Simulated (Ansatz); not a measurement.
# SiC (Moissanite): a point defect seen from the nuclei (C vacancy)

Aim: the field gradients and hyperfine parameters at and around a point defect: C vacancy in SiC (Moissanite), cell charge 0. The cell is a supercell built from a COD entry.

Computed with Ansatz 0.2.0 (DFT, PBE, plane-wave PAW, default files, scalar-relativistic, unless a step's input says otherwise).

1 further run of the same task is left out (set aside as unsound or not needed).

### Step 1. The system as given

Symmetry: P1, No. 1, triclinic system. The conventional cell has a = 6.152 Å, b = 8.138 Å, c = 10.096 Å, α = 90.00°, β = 90.00°, γ = 100.89°. Si (site symmetry 1) is surrounded by 3 C at 1.83 to 1.98 Å. Si (site symmetry 1) has 4 C at 1.87 to 1.94 Å in its first shell of neighbours. Only part of the 47 independent sites is listed.

Structure file:

```cif
data_structure
_symmetry_space_group_name_H-M 'P1'
_symmetry_Int_Tables_number 1
_cell_length_a 6.1520
_cell_length_b 8.1383
_cell_length_c 10.0960
_cell_angle_alpha 90.000
_cell_angle_beta 90.000
_cell_angle_gamma 100.893
_cell_volume 496.37
loop_
_atom_site_label
_atom_site_type_symbol
_atom_site_symmetry_multiplicity
_atom_site_Wyckoff_symbol
_atom_site_fract_x
_atom_site_fract_y
_atom_site_fract_z
_atom_site_occupancy
Si1 Si 1 a 0.95354 0.76911 0.99314 1
Si2 Si 1 a 0.94444 0.77778 0.50000 1
Si3 Si 1 a 0.61111 0.44444 0.00000 1
Si4 Si 1 a 0.61111 0.44444 0.50000 1
Si5 Si 1 a 0.27778 0.11111 0.00000 1
Si6 Si 1 a 0.27778 0.11111 0.50000 1
Si7 Si 1 a 0.44444 0.77778 0.00000 1
Si8 Si 1 a 0.44444 0.77778 0.50000 1
Si9 Si 1 a 0.11111 0.44444 0.00000 1
Si10 Si 1 a 0.11111 0.44444 0.50000 1
Si11 Si 1 a 0.77778 0.11111 0.00000 1
Si12 Si 1 a 0.77778 0.11111 0.50000 1
Si13 Si 1 a 0.22222 0.88889 0.75000 1
Si14 Si 1 a 0.22222 0.88889 0.25000 1
Si15 Si 1 a 0.88889 0.55556 0.75000 1
Si16 Si 1 a 0.88889 0.55556 0.25000 1
Si17 Si 1 a 0.55556 0.22222 0.75000 1
Si18 Si 1 a 0.55556 0.22222 0.25000 1
Si19 Si 1 a 0.72222 0.88889 0.75000 1
Si20 Si 1 a 0.72222 0.88889 0.25000 1
Si21 Si 1 a 0.38889 0.55556 0.75000 1
Si22 Si 1 a 0.38889 0.55556 0.25000 1
Si23 Si 1 a 0.05556 0.22222 0.75000 1
Si24 Si 1 a 0.05556 0.22222 0.25000 1
C1 C 1 a 0.94444 0.77778 0.30750 1
C2 C 1 a 0.61111 0.44444 0.80750 1
C3 C 1 a 0.61111 0.44444 0.30750 1
C4 C 1 a 0.27778 0.11111 0.80750 1
C5 C 1 a 0.27778 0.11111 0.30750 1
C6 C 1 a 0.44444 0.77778 0.80750 1
C7 C 1 a 0.44444 0.77778 0.30750 1
C8 C 1 a 0.11111 0.44444 0.80750 1
C9 C 1 a 0.11111 0.44444 0.30750 1
C10 C 1 a 0.77778 0.11111 0.80750 1
C11 C 1 a 0.77778 0.11111 0.30750 1
C12 C 1 a 0.22222 0.88889 0.55750 1
C13 C 1 a 0.22222 0.88889 0.05750 1
C14 C 1 a 0.88889 0.55556 0.55750 1
C15 C 1 a 0.88889 0.55556 0.05750 1
C16 C 1 a 0.55556 0.22222 0.55750 1
C17 C 1 a 0.55556 0.22222 0.05750 1
C18 C 1 a 0.72222 0.88889 0.55750 1
C19 C 1 a 0.72222 0.88889 0.05750 1
C20 C 1 a 0.38889 0.55556 0.55750 1
C21 C 1 a 0.38889 0.55556 0.05750 1
C22 C 1 a 0.05556 0.22222 0.55750 1
C23 C 1 a 0.05556 0.22222 0.05750 1
```

The vacant site is at (0.167, 0.222, 0.193) in fractional coordinates of the input's cell.

### Step 2. Relaxing the atoms in the given cell

The input, input.yaml:

```yaml
crystal:
  lattice:
    - [6.152, 0.0, 0.0]
    - [-4.614, 7.991682426, 0.0]
    - [0.0, 0.0, 10.096]
  atoms:
    - { symbol: Si, position: [0.184430326, 0.2308914897, 0.0068623249], spin: 0.5 }
    - { symbol: Si, position: [0.1666666666, 0.2222222222, 0.5] }
    - { symbol: Si, position: [0.1666666666, 0.5555555556, 0.0] }
    - { symbol: Si, position: [0.1666666666, 0.5555555556, 0.5] }
    - { symbol: Si, position: [0.1666666666, 0.8888888889, 0.0] }
    - { symbol: Si, position: [0.1666666666, 0.8888888889, 0.5] }
    - { symbol: Si, position: [0.6666666666, 0.2222222222, 0.0] }
    - { symbol: Si, position: [0.6666666666, 0.2222222222, 0.5] }
    - { symbol: Si, position: [0.6666666666, 0.5555555556, 0.0] }
    - { symbol: Si, position: [0.6666666666, 0.5555555556, 0.5] }
    - { symbol: Si, position: [0.6666666666, 0.8888888889, 0.0] }
    - { symbol: Si, position: [0.6666666666, 0.8888888889, 0.5] }
    - { symbol: Si, position: [0.3333333334, 0.1111111111, 0.25], spin: 0.5 }
    - { symbol: Si, position: [0.3333333334, 0.1111111111, 0.75] }
    - { symbol: Si, position: [0.3333333334, 0.4444444444, 0.25], spin: 0.5 }
    - { symbol: Si, position: [0.3333333334, 0.4444444444, 0.75] }
    - { symbol: Si, position: [0.3333333334, 0.7777777778, 0.25] }
    - { symbol: Si, position: [0.3333333334, 0.7777777778, 0.75] }
    - { symbol: Si, position: [0.8333333334, 0.1111111111, 0.25], spin: 0.5 }
    - { symbol: Si, position: [0.8333333334, 0.1111111111, 0.75] }
    - { symbol: Si, position: [0.8333333334, 0.4444444444, 0.25] }
    - { symbol: Si, position: [0.8333333334, 0.4444444444, 0.75] }
    - { symbol: Si, position: [0.8333333334, 0.7777777778, 0.25] }
    - { symbol: Si, position: [0.8333333334, 0.7777777778, 0.75] }
    - { symbol: C, position: [0.1666666666, 0.2222222222, 0.6925] }
    - { symbol: C, position: [0.1666666666, 0.5555555556, 0.1925] }
    - { symbol: C, position: [0.1666666666, 0.5555555556, 0.6925] }
    - { symbol: C, position: [0.1666666666, 0.8888888889, 0.1925] }
    - { symbol: C, position: [0.1666666666, 0.8888888889, 0.6925] }
    - { symbol: C, position: [0.6666666666, 0.2222222222, 0.1925] }
    - { symbol: C, position: [0.6666666666, 0.2222222222, 0.6925] }
    - { symbol: C, position: [0.6666666666, 0.5555555556, 0.1925] }
    - { symbol: C, position: [0.6666666666, 0.5555555556, 0.6925] }
    - { symbol: C, position: [0.6666666666, 0.8888888889, 0.1925] }
    - { symbol: C, position: [0.6666666666, 0.8888888889, 0.6925] }
    - { symbol: C, position: [0.3333333334, 0.1111111111, 0.4425] }
    - { symbol: C, position: [0.3333333334, 0.1111111111, 0.9425] }
    - { symbol: C, position: [0.3333333334, 0.4444444444, 0.4425] }
    - { symbol: C, position: [0.3333333334, 0.4444444444, 0.9425] }
    - { symbol: C, position: [0.3333333334, 0.7777777778, 0.4425] }
    - { symbol: C, position: [0.3333333334, 0.7777777778, 0.9425] }
    - { symbol: C, position: [0.8333333334, 0.1111111111, 0.4425] }
    - { symbol: C, position: [0.8333333334, 0.1111111111, 0.9425] }
    - { symbol: C, position: [0.8333333334, 0.4444444444, 0.4425] }
    - { symbol: C, position: [0.8333333334, 0.4444444444, 0.9425] }
    - { symbol: C, position: [0.8333333334, 0.7777777778, 0.4425] }
    - { symbol: C, position: [0.8333333334, 0.7777777778, 0.9425] }
magnetization:
  spin_polarized: true
kpoints:
  mp_grid: { grid: [4, 3, 2] }
scf:
  occupations: { method: fermi_dirac, width: 0.01 }
hamiltonian:
  xc: pbe
  pseudopotentials: { kind: paw }
output:
  forces: true
  stress: true
  populations: true
  efg: { contact_densities: true }
relax:
  f_tol: 0.03
  max_steps: 40
```

Launch:

```console
$ ansatz run input.yaml --threads 4 --pin off --max-ram 10240MiB --backend cpu --events-out ev --progress --plain --runs-dir out
```

Q: Predict the outcome of this session.

As calculated:

| quantity | value |
| --- | --- |
| state (step 2) | gap on the mesh 0.16 eV, largest force 0.008 eV/Å, pressure 2.8 GPa |
| V_zz by site, step 2 (10²¹ V/m²) | Si15 3.43, Si1 -2.02, Si19 3.38, Si13 3.34, C38 1.18, C43 0.87, C37 0.86, C26 0.53, … |

What this shows: The largest gradient sits at Si15 (3 C at 1.90–1.98 Å). The cell ends without a spin moment. The defect repeats with the cell of 47 atoms, so it feels its images: sites between two images don't show the values beside a lone defect, and zeros or small values of η there can come from the images' arrangement. C and Si carry a gradient in the pure host already, so the values there aren't the defect's effect alone. The centre was started off its lattice site, so that it could distort. With a gap of 0.2 eV on this mesh, small gradients can still move by 0.1 × 10²¹ V/m² or more as the k-mesh gets denser. The start moments die out, and the run ends without spin.
